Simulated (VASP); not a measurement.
## Ti2Si: relaxation of cell and atoms with PBE

Ti2Si:

```xyz
3
Lattice="0.0000 2.6142 2.6142 2.6142 0.0000 2.6142 2.6142 2.6142 0.0000" Properties=species:S:1:pos:R:3 pbc="T T T"
Ti    1.3071    1.3071    1.3071
Ti    3.9214    3.9214    3.9214
Si    0.0000    0.0000    0.0000
```

The cell was built by a generator and needn't be a form met in nature.

```
Program                : VASP 6.6.1
Task                   : relaxation of cell and atoms
Functional             : PBE
Potentials or basis    : VASP PAW PBE potentials, release 64 (Ti_sv, Si)
Cutoff                 : 520 eV
k mesh                 : 7 × 7 × 7
Occupations            : gaussian, width 0.15 eV
Spin                   : no spin polarisation
Further INCAR settings : PREC = Normal; ALGO = Fast; EDIFF = 0.0001; IBRION = 2; EDIFFG = -0.08; NSW = 24; ISIF = 3
```

```
Relaxed volume                         : 17.62 Å³/atom
Relaxed cell                           : a = 4.213 Å, b = 4.213 Å, c = 4.213 Å, α = 60.00°, β = 60.00°, γ = 60.00°
Space group after relaxing (to 0.05 Å) : Fm-3m (No. 225)
Energy gained by relaxing              : 1274.0 meV/atom
Ionic steps                            : 9
Pressure after relaxing                : 0.5 GPa
Band gap on the k mesh                 : none (metal or under the smearing width)
```

The path:
| step | energy change (eV) | largest force (eV/Å) | pressure (GPa) | volume (Å³) |
| --- | --- | --- | --- | --- |
| 1 | 0.0000 | 0.0000 | 96.81 | 35.73 |
| 2 | 82.7550 | 0.0000 | 64.31 | 87.37 |
| 3 | 168.2403 | 0.0000 | -140.70 | 487.07 |
| 4 | 1.7307 | 0.0000 | -20.40 | 103.64 |
| 5 | 1.0732 | 0.0000 | -20.05 | 99.01 |
| 6 | 0.3236 | 0.0000 | -20.56 | 93.07 |
| 7 | -0.0437 | 0.0000 | -20.54 | 90.19 |
| 8 | -3.6527 | 0.0000 | 12.05 | 48.38 |
| 9 | -3.8220 | 0.0000 | 0.45 | 52.86 |

Final structure:
```yaml
crystal:
  lattice:
    - [0.00000, 2.97872, 2.97872]
    - [2.97872, 0.00000, 2.97872]
    - [2.97872, 2.97872, 0.00000]
  atoms:
    - { symbol: Ti, position: [0.25000, 0.25000, 0.25000] }
    - { symbol: Ti, position: [0.75000, 0.75000, 0.75000] }
    - { symbol: Si, position: [0.00000, 0.00000, 0.00000] }
```

Levels at points of the mesh, in eV from the Fermi level:
```tsv
k point	band 10	band 11	band 12	band 13	band 14	band 15	band 16	band 17	band 18
(0.00, 0.00, 0.00)	-2.77	-2.77	-2.77	-1.15	-1.15	2.40	2.40	2.40	3.84
```

It took 98 s on 1 thread of Intel(R) Xeon(R) 6975P-C (Granite Rapids) (shared host), peak memory 0.14 GiB.

Caveat: the volume moved by over 15 % at a fixed basis, so the end points are rough; the relaxation stopped at a loose force limit of 0.08 eV/Å, so its end isn't a converged minimum.
